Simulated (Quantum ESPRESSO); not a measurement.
# Si (Fd-3m) in Quantum ESPRESSO: notebook

Aim: see how the results for Si move with the level of theory and the settings. Levels: LDA, PBEsol. Tasks: phonons.

Program: Quantum ESPRESSO 7.5. These are calculated values, not measurements. Logs are shortened: lines on timing, memory, paths and dates and some standing lists are left out, and cuts for length are marked.

**1. Starting point**

It takes space group Fd-3m (No. 227, cubic). Conventional cell: a = 5.444 Å, b = 5.444 Å, c = 5.444 Å, α = 90.00°, β = 90.00°, γ = 90.00°. Si (site symmetry -43m) has 4 Si at 2.36 Å as nearest neighbours.

**2. Phonons, LDA**

pw.in

```
&CONTROL
  calculation = 'scf'
  prefix = 'pwscf'
  outdir = './tmp'
  pseudo_dir = './pseudo'
  tprnfor = .true.
  tstress = .true.
  disk_io = 'low'
/
&SYSTEM
  ibrav = 0
  nat = 2
  ntyp = 1
  ecutwfc = 45
  ecutrho = 360
  nbnd = 9
  occupations = 'smearing'
  smearing = 'fd'
  degauss = 0.00367493
/
&ELECTRONS
  conv_thr = 4d-10
  electron_maxstep = 120
  mixing_beta = 0.5
/
ATOMIC_SPECIES
Si    28.0850 si_lda_v1.uspp.F.UPF
CELL_PARAMETERS angstrom
   0.0000000000    2.7218511865    2.7218511865
   2.7218511865    0.0000000000    2.7218511865
   2.7218511865    2.7218511865    0.0000000000
ATOMIC_POSITIONS crystal
Si     0.5000000000    0.5000000000    0.5000000000
Si     0.7500000000    0.7500000000    0.7500000000
K_POINTS automatic
8 8 8 1 1 1
```

relax.in

```
&CONTROL
  calculation = 'vc-relax'
  prefix = 'pwscf'
  outdir = './tmp'
  pseudo_dir = './pseudo'
  tprnfor = .true.
  tstress = .true.
  disk_io = 'low'
  nstep = 40
  forc_conv_thr = 0.0001
  etot_conv_thr = 1d-06
/
&SYSTEM
  ibrav = 0
  nat = 2
  ntyp = 1
  ecutwfc = 45
  ecutrho = 360
  nbnd = 9
  occupations = 'smearing'
  smearing = 'fd'
  degauss = 0.00367493
/
&ELECTRONS
  conv_thr = 4d-10
  electron_maxstep = 120
  mixing_beta = 0.5
/
&IONS
  ion_dynamics = 'bfgs'
/
&CELL
  cell_dynamics = 'bfgs'
  press = 0
  press_conv_thr = 0.2
/
ATOMIC_SPECIES
Si    28.0850 si_lda_v1.uspp.F.UPF
CELL_PARAMETERS angstrom
   0.0000000000    2.7218511865    2.7218511865
   2.7218511865    0.0000000000    2.7218511865
   2.7218511865    2.7218511865    0.0000000000
ATOMIC_POSITIONS crystal
Si     0.5000000000    0.5000000000    0.5000000000
Si     0.7500000000    0.7500000000    0.7500000000
K_POINTS automatic
8 8 8 1 1 1
```

scf2.in

```
&CONTROL
  calculation = 'scf'
  prefix = 'pwscf'
  outdir = './tmp'
  pseudo_dir = './pseudo'
  tprnfor = .true.
  tstress = .true.
  disk_io = 'low'
/
&SYSTEM
  ibrav = 0
  nat = 2
  ntyp = 1
  ecutwfc = 45
  ecutrho = 360
  nbnd = 9
  occupations = 'fixed'
/
&ELECTRONS
  conv_thr = 1d-13
  electron_maxstep = 120
  mixing_beta = 0.5
  startingpot = 'file'
  startingwfc = 'file'
/
ATOMIC_SPECIES
Si    28.0850 si_lda_v1.uspp.F.UPF
CELL_PARAMETERS angstrom
   0.0000000000    2.7001907085    2.7001907085
   2.7001907085    0.0000000000    2.7001907085
   2.7001907085    2.7001907085    0.0000000000
ATOMIC_POSITIONS crystal
Si     0.5000000000    0.5000000000    0.5000000000
Si     0.7500000000    0.7500000000    0.7500000000
K_POINTS automatic
8 8 8 1 1 1
```

ph.in

```
phonons of Si
&INPUTPH
  prefix = 'pwscf'
  outdir = './tmp'
  tr2_ph = 1d-16
  fildyn = 'dyn'
  niter_ph = 60
  alpha_mix(1) = 0.7
  epsil = .true.
/
0.0000000000 0.0000000000 0.0000000000
```

dynmat.in

```
&INPUT
  fildyn = 'dyn'
  asr = 'crystal'
  lperm = .true.
  filout = 'dynmat.disp'
  fileig = 'dynmat.eig'
/
```

dynmat_lo.in

```
&INPUT
  fildyn = 'dyn'
  asr = 'crystal'
  filout = 'dynmat_lo.disp'
  fileig = 'dynmat_lo.eig'
  q(1) = 0
  q(2) = 0
  q(3) = 1
/
```

Potentials or basis: GBRV 1.5 LDA.

Command:

```bash
> OMP_NUM_THREADS=1 pw.x -in pw.in > pw.out
> OMP_NUM_THREADS=1 pw.x -in relax.in > relax.out
> OMP_NUM_THREADS=1 pw.x -in scf2.in > scf2.out
> OMP_NUM_THREADS=1 ph.x -in ph.in > ph.out
> OMP_NUM_THREADS=1 dynmat.x -in dynmat.in > dynmat.out
> OMP_NUM_THREADS=1 dynmat.x -in dynmat_lo.in > dynmat_lo.out
```

pw.out:

```text
This program is part of the open-source Quantum ESPRESSO suite
     for quantum simulation of materials; please cite
[... 9 lines left out ...]
     --------------------
     sticks:   dense  smooth     PW     G-vecs:    dense   smooth      PW
     Sum        1303     649    211                31283    11017    1989

     Using Slab Decomposition

     bravais-lattice index     =            0
     lattice parameter (alat)  =       7.2741  a.u.
     unit-cell volume          =     272.1571 (a.u.)^3
     number of atoms/cell      =            2
     number of atomic types    =            1
     number of electrons       =         8.00
     number of Kohn-Sham states=            9
     kinetic-energy cutoff     =      45.0000  Ry
     charge density cutoff     =     360.0000  Ry
     scf convergence threshold =      4.0E-10
     mixing beta               =       0.5000
     number of iterations used =            8  plain     mixing
     Exchange-correlation= SLA  PZ   NOGX NOGC
                           (   1   1   0   0   0   0   0)

     celldm(1)=   7.274083  celldm(2)=   0.000000  celldm(3)=   0.000000
     celldm(4)=   0.000000  celldm(5)=   0.000000  celldm(6)=   0.000000

     crystal axes: (cart. coord. in units of alat)
               a(1) = (   0.000000   0.707107   0.707107 )
               a(2) = (   0.707107   0.000000   0.707107 )
               a(3) = (   0.707107   0.707107   0.000000 )

     reciprocal axes: (cart. coord. in units 2 pi/alat)
               b(1) = ( -0.707107  0.707107  0.707107 )
               b(2) = (  0.707107 -0.707107  0.707107 )
               b(3) = (  0.707107  0.707107 -0.707107 )

     PseudoPot. # 1 for Si read from file:
     si_lda_v1.uspp.F.UPF
     Pseudo is Ultrasoft + core correction, Zval =  4.0
     Generated by new atomic code, or converted to UPF format
     Using radial grid of  899 points,  6 beta functions with:
                l(1) =   0
                l(2) =   0
                l(3) =   1
                l(4) =   1
                l(5) =   2
                l(6) =   2
     Q(r) pseudized with  8 coefficients,  rinner =    0.900   0.900   0.900
                                                       0.900   0.900

     atomic species   valence    mass     pseudopotential
     Si                4.00    28.08500     Si( 1.00)

     48 Sym. Ops., with inversion, found (24 have fractional translation)

   Cartesian axes

     site n.     atom                  positions (alat units)
         1        Si     tau(   1) = (   0.7071068   0.7071068   0.7071068  )
         2        Si     tau(   2) = (   1.0606602   1.0606602   1.0606602  )

     number of k points=    60  Fermi-Dirac smearing, width (Ry)=  0.0037
                       cart. coord. in units 2pi/alat
        k(    1) = (   0.0441942   0.0441942   0.0441942), wk =   0.0078125
        k(    2) = (   0.1325825   0.1325825  -0.0441942), wk =   0.0234375
        k(    3) = (   0.2209709   0.2209709  -0.1325825), wk =   0.0234375
        k(    4) = (   0.3093592   0.3093592  -0.2209709), wk =   0.0234375
        k(    5) = (  -0.3093592  -0.3093592   0.3977476), wk =   0.0234375
        k(    6) = (  -0.2209709  -0.2209709   0.3093592), wk =   0.0234375
[... 52 lines left out ...]
        k(   59) = (   0.3093592   0.3093592   0.3093592), wk =   0.0078125
        k(   60) = (  -0.3093592  -0.3093592   0.9280777), wk =   0.0234375

     Dense  grid:    31283 G-vectors     FFT dimensions: (  48,  48,  48)

     Smooth grid:    11017 G-vectors     FFT dimensions: (  32,  32,  32)

     Initial potential from superposition of free atoms

     starting charge       7.9988, renormalised to       8.0000
     Starting wfcs are    8 randomized atomic wfcs +    1 random wfcs

     Self-consistent Calculation

     iteration #  1     ecut=    45.00 Ry     beta= 0.50
     Davidson diagonalization with overlap
     ethr =  1.00E-02,  avg # of iterations =  5.7

     Threshold (ethr) on eigenvalues was too large:
     Diagonalizing with lowered threshold

     Davidson diagonalization with overlap
     ethr =  6.97E-04,  avg # of iterations =  1.3

     total energy              =     -19.26024568 Ry
     estimated scf accuracy    <       0.05746611 Ry

     iteration #  2     ecut=    45.00 Ry     beta= 0.50
     Davidson diagonalization with overlap
     ethr =  7.18E-04,  avg # of iterations =  1.0

     total energy              =     -19.25956913 Ry
     estimated scf accuracy    <       0.00865606 Ry

     iteration #  3     ecut=    45.00 Ry     beta= 0.50
     Davidson diagonalization with overlap
     ethr =  1.08E-04,  avg # of iterations =  2.3

     total energy              =     -19.26007955 Ry
     estimated scf accuracy    <       0.00017027 Ry

     iteration #  4     ecut=    45.00 Ry     beta= 0.50
     Davidson diagonalization with overlap
     ethr =  2.13E-06,  avg # of iterations =  5.7

     total energy              =     -19.26014655 Ry
     estimated scf accuracy    <       0.00000264 Ry

     iteration #  5     ecut=    45.00 Ry     beta= 0.50
     Davidson diagonalization with overlap
     ethr =  3.30E-08,  avg # of iterations =  3.7

     total energy              =     -19.26015047 Ry
     estimated scf accuracy    <       0.00000007 Ry

     iteration #  6     ecut=    45.00 Ry     beta= 0.50
     Davidson diagonalization with overlap
     ethr =  9.20E-10,  avg # of iterations =  2.2

     total energy              =     -19.26015048 Ry
     estimated scf accuracy    <          3.2E-09 Ry

     iteration #  7     ecut=    45.00 Ry     beta= 0.50
     Davidson diagonalization with overlap
     ethr =  3.94E-11,  avg # of iterations =  2.7

     End of self-consistent calculation

          k = 0.0442 0.0442 0.0442 (  1393 PWs)   bands (ev):

    -5.9311   5.3926   5.8487   5.8487   8.4930   8.5810   8.5810   9.4430
    13.4989

          k = 0.1326 0.1326-0.0442 (  1391 PWs)   bands (ev):

    -5.6616   3.8778   5.0284   5.7327   8.5384   8.8248   9.1124  10.9103
    12.6500

          k = 0.2210 0.2210-0.1326 (  1382 PWs)   bands (ev):

    -5.0106   1.6400   4.5390   5.2689   8.0786   9.3112   9.5932  12.4168
    12.6849

          k = 0.3094 0.3094-0.2210 (  1398 PWs)   bands (ev):

    -4.0994  -0.2595   4.3240   4.8604   7.7596   9.3622   9.3686  13.5816
    14.1818

          k =-0.3094-0.3094 0.3977 (  1391 PWs)   bands (ev):

    -3.6431  -0.9688   4.3758   4.6399   7.6785   9.1570   9.4376  13.6210
    15.2352

          k =-0.2210-0.2210 0.3094 (  1395 PWs)   bands (ev):

    -4.4121   0.3032   4.6579   4.6642   7.8462   9.1720   9.7037  12.7763
    14.3147

          k =-0.1326-0.1326 0.2210 (  1384 PWs)   bands (ev):

    -5.2659   2.3737   4.9325   5.1309   8.2058   9.0511   9.7743  11.6011
    13.1253

          k =-0.0442-0.0442 0.1326 (  1402 PWs)   bands (ev):

    -5.7956   4.6362   5.4160   5.5780   8.2780   8.8678   9.1655  10.1814
    12.7588

          k = 0.2210 0.0442 0.0442 (  1390 PWs)   bands (ev):

    -5.5260   3.7418   4.8533   4.9375   7.8393   9.6280  10.0257  10.5071
    12.4810
[... 61 lines left out ...]
          k = 0.5745 0.0442 0.0442 (  1377 PWs)   bands (ev):

    -3.1834  -0.3604   3.0355   3.2621   6.5892   7.2949  14.1618  14.1747
    17.2265

          k =-0.0442-0.5745 0.6629 (  1380 PWs)   bands (ev):

    -2.2671  -1.3522   2.4605   3.0091   7.0229   7.7638  13.9055  14.9234
    15.5820

          k = 0.0442-0.4861 0.5745 (  1388 PWs)   bands (ev):

    -2.3581  -1.1898   1.7116   3.3275   7.3934  10.0170  12.3794  13.5227
    14.1000

          k = 0.1326-0.3977 0.4861 (  1388 PWs)   bands (ev):

    -3.1172  -0.8023   2.2831   3.9364   8.0812  10.0701  11.6314  12.8457
    13.4263

          k = 0.2210-0.3094 0.3977 (  1397 PWs)   bands (ev):

    -3.7312  -0.6649   3.8146   4.5361   8.1366   9.0802   9.8811  13.3848
    14.5942

          k =-0.6629 0.0442 0.0442 (  1381 PWs)   bands (ev):

    -2.3205  -1.3712   2.8966   3.1404   6.5778   6.9430  15.2371  15.3017
    16.7036

          k =-0.5745 0.1326-0.0442 (  1381 PWs)   bands (ev):

    -3.0962  -0.4236   2.6203   3.1702   7.1172   8.0119  12.8395  14.1655
    16.2986

          k =-0.4861 0.2210-0.1326 (  1393 PWs)   bands (ev):

    -3.5669  -0.1791   2.6841   3.7765   7.8312  10.3589  10.6155  11.8488
    15.7132

          k =-0.4861 0.0442 0.0442 (  1385 PWs)   bands (ev):

    -3.9461   0.6875   3.3134   3.5031   6.7285   7.8749  13.0044  13.0852
    15.9996

          k =-0.3977 0.1326-0.0442 (  1390 PWs)   bands (ev):

    -4.4775   1.3918   3.3525   4.0200   7.6184   9.1768  10.8869  11.8824
    14.6416

          k =-0.3094 0.0442 0.0442 (  1375 PWs)   bands (ev):

    -5.1248   2.7694   4.2810   4.3155   7.3857   9.5354  10.8274  10.9986
    13.4068

          k = 0.1326 0.1326 0.1326 (  1387 PWs)   bands (ev):

    -5.5291   3.1468   5.4044   5.4044   8.0789   9.1994   9.1994  11.5472
    12.9732

          k = 0.2210 0.2210 0.0442 (  1377 PWs)   bands (ev):

    -5.1344   2.3111   3.8611   5.4278   8.7483   9.3186   9.5893  11.5781
    12.1296

          k = 0.3094 0.3094-0.0442 (  1385 PWs)   bands (ev):

    -4.3814   0.9413   2.7644   4.9178   8.5763  10.0738  10.2440  11.8570
    12.2357

          k =-0.3094-0.3094 0.5745 (  1389 PWs)   bands (ev):

    -3.4758  -0.5651   2.6172   4.3807   8.0549  10.2211  10.4540  13.7043
    13.8712

          k =-0.2210-0.2210 0.4861 (  1393 PWs)   bands (ev):

    -3.4605  -0.5932   2.9221   4.0583   7.7671  10.3035  10.8003  11.7621
    15.3982

          k =-0.1326-0.1326 0.3977 (  1395 PWs)   bands (ev):

    -4.3651   0.9370   3.5414   4.0317   7.7033   9.9076  10.5878  11.1830
    15.7223

          k = 0.3094 0.1326 0.1326 (  1384 PWs)   bands (ev):

    -4.8758   1.6394   4.3817   4.4533   8.1154   9.5307  10.4428  10.7516
    14.3437

          k = 0.3977 0.2210 0.0442 (  1383 PWs)   bands (ev):
[... 74 lines left out ...]
          k = 0.3977 0.2210 0.2210 (  1390 PWs)   bands (ev):

    -3.9646  -0.2096   3.8409   4.3322   8.0378   9.4092  10.1700  12.1791
    14.9246

          k =-0.2210-0.3977 0.8397 (  1390 PWs)   bands (ev):

    -3.3384  -0.5603   2.5099   3.8421   8.8108   9.1529  11.7396  11.9219
    14.3189

          k =-0.1326-0.3094 0.7513 (  1388 PWs)   bands (ev):

    -2.5142  -1.0030   1.6840   3.1138   8.4418  10.7019  11.5077  12.0467
    14.0931

          k =-0.8397 0.2210 0.2210 (  1390 PWs)   bands (ev):

    -2.9754  -0.8368   2.1062   3.8634   7.4887  11.2067  11.5674  11.6701
    14.8957

          k = 0.3094 0.3094 0.3094 (  1392 PWs)   bands (ev):

    -3.8649  -0.7304   4.7705   4.7705   7.3613   9.2674   9.2674  13.4908
    15.5159

          k =-0.3094-0.3094 0.9281 (  1396 PWs)   bands (ev):

    -3.5094  -0.9043   3.5203   4.4979   8.0751   9.3874   9.8513  13.9587
    14.6808

     the Fermi energy is     6.1913 ev

!    total energy              =     -19.26015048 Ry
     estimated scf accuracy    <          1.9E-11 Ry
     smearing contrib. (-TS)   =      -0.00000120 Ry
     internal energy E=F+TS    =     -19.26014928 Ry

     The total energy is F=E-TS. E is the sum of the following terms:
     one-electron contribution =       4.98755448 Ry
     hartree contribution      =       1.12020517 Ry
     xc contribution           =      -8.61124991 Ry
     ewald contribution        =     -16.75665902 Ry

     convergence has been achieved in   7 iterations

     Forces acting on atoms (cartesian axes, Ry/au):

     atom    1 type  1   force =     0.00000000   -0.00000000    0.00000000
     atom    2 type  1   force =    -0.00000000    0.00000000   -0.00000000

     Total force =     0.000000     Total SCF correction =     0.000000

     Computing stress (Cartesian axis) and pressure

          total   stress  (Ry/bohr**3)                   (kbar)     P=      -22.00
  -0.00014954  -0.00000000  -0.00000000          -22.00       -0.00       -0.00
  -0.00000000  -0.00014954  -0.00000000           -0.00      -22.00       -0.00
   0.00000000  -0.00000000  -0.00014954            0.00       -0.00      -22.00

=------------------------------------------------------------------------------=
   JOB DONE.
=------------------------------------------------------------------------------=
```

Wall time 2.5 min (1 thread of Arm Neoverse V2, shared host); peak memory 0.15 GiB.

Results:

| Item | Value |
| --- | --- |
| Free energy | -262.0544 eV |
| Relaxed volume | 19.69 Å³/atom |
| Relaxed cell | a = 3.819 Å, b = 3.819 Å, c = 3.819 Å, α = 60.00°, β = 60.00°, γ = 60.00° |
| Space group after relaxing (to 0.05 Å) | Fd-3m (No. 227) |
| Pressure after relaxing | 0.0 GPa |
| Electronic dielectric tensor (diagonal) | 13.27 |
| Born charges (mean of the diagonal) | Si -0.00 e |
| Highest phonon frequency at Γ | 514 cm⁻¹ |
| Static dielectric tensor (diagonal) | 13.27 |

Step by step:
| step | energy change (eV) | largest force (eV/Å) | pressure (GPa) | volume (Å³) |
| --- | --- | --- | --- | --- |
| 1 | 0.0000 | 0.0000 | -2.20 | 40.33 |
| 2 | -0.0048 | 0.0000 | -1.20 | 39.88 |
| 3 | -0.0067 | 0.0000 | 0.05 | 39.35 |
| 4 | -0.0067 | 0.0000 | 0.00 | 39.37 |

Final structure:
```
Si
1.0
     0.00000    2.70019    2.70019
     2.70019    0.00000    2.70019
     2.70019    2.70019    0.00000
Si
2
Direct
  0.50000 0.50000 0.50000
  0.75000 0.75000 0.75000
```

Phonon frequencies in cm⁻¹ (negative: imaginary):
```csv
q point,frequencies
"(0.000, 0.000, 0.000)",-8 -8 -8 514 514 514
```

Electronic dielectric tensor:
```
13.27  0.00  0.00
 0.00 13.27  0.00
 0.00  0.00 13.27
```

Born effective charge tensors (e):
atom 1, Si
```
0.00 0.00 0.00
0.00 0.00 0.00
0.00 0.00 0.00
```
atom 2, Si
```
0.00 0.00 0.00
0.00 0.00 0.00
0.00 0.00 0.00
```

Optical modes at Γ, degenerate ones joined, polar ones without the macroscopic field:
```
cm⁻¹  components  symmetry  active in  IR intensity, summed ((D/Å)²/amu)
 514           3       T2g      Raman                               0.00
```

Static dielectric tensor, electrons and zone-centre modes:
```
13.27  0.00  0.00
 0.00 13.27  0.00
 0.00  0.00 13.27
```

[end of part 1 of 2]
